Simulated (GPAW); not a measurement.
Runs of GPAW 26.7.0 on TiPt3. Symmetry: Pm-3m, No. 221, cubic system. The conventional cell has a = 3.897 Å, b = 3.897 Å, c = 3.897 Å, α = 90.00°, β = 90.00°, γ = 90.00°. Pt (site symmetry 4/mmm) is surrounded by 8 Pt at 2.76 Å and 4 Ti at 2.76 Å. Around Ti (site symmetry m-3m) lie 12 Pt at 2.76 Å. 

```tsv
task	level	potentials or basis	cell	optimizer	fmax	max steps	convergence	band path	gap on the mesh (eV)	pressure (GPa)	V0 of scaled cells (Å³/atom)	relaxed volume (Å³/atom)	B0 (GPa)
relaxation of cell and atoms	PBEsol+D3(BJ)	PAW data sets generated in the run's folder for this functional, pw	relaxed	BFGS	0.02 eV/Å	60	density=1e-05 forces=0.0001	-	none	0.0	-	14.37	-
relaxation of cell and atoms	PBEsol+D3(BJ)+ATM	PAW data sets generated in the run's folder for this functional, pw	relaxed	BFGS	0.02 eV/Å	60	density=1e-05 forces=0.0001	-	none	0.1	-	14.50	-
band structure	PBEsol	PAW data sets generated in the run's folder for this functional, pw	as given	-	-	-	-	GXMGRX,MR	-	0.4	-	-	-
relaxation of cell and atoms	PBEsol	PAW data sets generated in the run's folder for this functional, pw	relaxed	BFGS	0.02 eV/Å	60	density=1e-05 forces=0.0001	-	none	0.0	-	(a)	-
equation of state	PBE	GPAW PAW data sets (gpaw-data 1.2.1), pw	as given	-	-	-	-	-	-	-	15.39	-	233
relaxation of cell and atoms	PBEsol+D4	PAW data sets generated in the run's folder for this functional, pw	relaxed	BFGS	0.02 eV/Å	60	density=1e-05 forces=0.0001	-	none	0.1	-	14.61	-
equation of state	PBEsol	PAW data sets generated in the run's folder for this functional, pw	as given	-	-	-	-	-	-	-	14.83	-	262
equation of state	LDA	the program's PAW data sets (release 1.2.1) made for this functional, pw	as given	-	-	-	-	-	-	-	14.50	-	(c)
single point	PBEsol	PAW data sets generated in the run's folder for this functional, pw	as given	-	-	-	-	-	none	0.4	-	-	-
band structure	LDA	the program's PAW data sets (release 1.2.1) made for this functional, pw	as given	-	-	-	-	GXMGRX,MR	-	-5.6	-	-	-
relaxation of cell and atoms	PBEsol+D3	PAW data sets generated in the run's folder for this functional, pw	relaxed	BFGS	0.02 eV/Å	60	density=1e-05 forces=0.0001	-	none	0.0	-	(b)	-
```

Alike in all rows: no spin polarisation; k mesh 7 × 7 × 7; cutoff (eV) 600; smearing fermi-dirac 0.05 eV.

Q: Estimate the missing entries.

A: (a) 14.82; (b) 14.38; (c) 279.

Caveats: later steps reuse the first step's grids (some runs); pairwise dispersion overbinds metals, which lowers pressure and volume (some runs).

A k mesh can miss the band edges, and the runs leave out spin-orbit coupling on Pt.

A gap of «none» marks a metal or a gap under the smearing width.

Not every run made on this cell is shown here.
